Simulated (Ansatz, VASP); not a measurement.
**Two plane-wave programs on Ba**

Contents of INCAR:

```
SYSTEM = Ba
PREC = Accurate ; ENCUT = 520
EDIFF = 1E-6 ; ISMEAR = 0
SIGMA = 0.1 ; LREAL = .FALSE.
LASPH = .TRUE. ; NELM = 100
ALGO = Fast ; ISIF = 2
LWAVE = .FALSE. ; LCHARG = .FALSE.
GGA = PE ; IVDW = 12
NBANDS = 11
```

The input KPOINTS:

```
regular mesh
0
G
  6 6 4
  0 0 0
```

File POSCAR:

```
Ba
1.0
    1.9550000000     -3.6500000000      0.0000000000
    1.9550000000      3.6500000000      0.0000000000
    0.0000000000      0.0000000000      5.7000000000
Ba
1
Direct
    0.0000000000      0.0000000000      0.0000000000
```

Input for Ansatz:

```yaml
crystal:
  lattice:
    - [1.955, -3.65, 0.0]
    - [1.955, 3.65, 0.0]
    - [0.0, 0.0, 5.7]
  atoms:
    - { symbol: Ba, position: [0.0, 0.0, 0.0] }
basis:
  ecutwfc: 420
kpoints:
  mp_grid: { grid: [6, 6, 4] }
hamiltonian:
  xc: pbe
  dispersion: d3bj
scf:
  occupations: { method: gaussian, width: 0.1 }
output:
  forces: true
  stress: true
  eigenvalues: true
```

This isn't the form of Ba at room conditions, which is bcc.

Alike in both runs: task single point; functional PBE; dispersion D3(BJ); k mesh 6 × 6 × 4; occupations gaussian, width 0.1 eV; no spin polarisation.

|  | VASP | Ansatz |
| --- | --- | --- |
| version | VASP 6.6.1 | Ansatz 0.2.0 |
| potentials or method | VASP PAW PBE potentials, release 64 (Ba_sv) | scalar-relativistic, plane waves, PAW |
| plane-wave cutoff (eV) | 520 | 420 |
| valence electrons in the cell | 10 | 10 |

|  | VASP | Ansatz | Ansatz less VASP |
| --- | --- | --- | --- |
| gap on the k mesh at the Fermi level (eV) | none | none | - |
| pressure (GPa) | 0.5 | 0.4 | -0.05 |
| largest component of the traceless stress (GPa) | 3.04 | 2.98 | -0.061 |

A gap of «none» marks a metal or a gap that the smearing closes. With one functional, cell and mesh, what is left measures potentials, basis and numerics.

Caveats: pairwise dispersion overbinds metals, which lowers pressure and volume. The runs have no spin-orbit coupling, so splittings on Ba are missing.
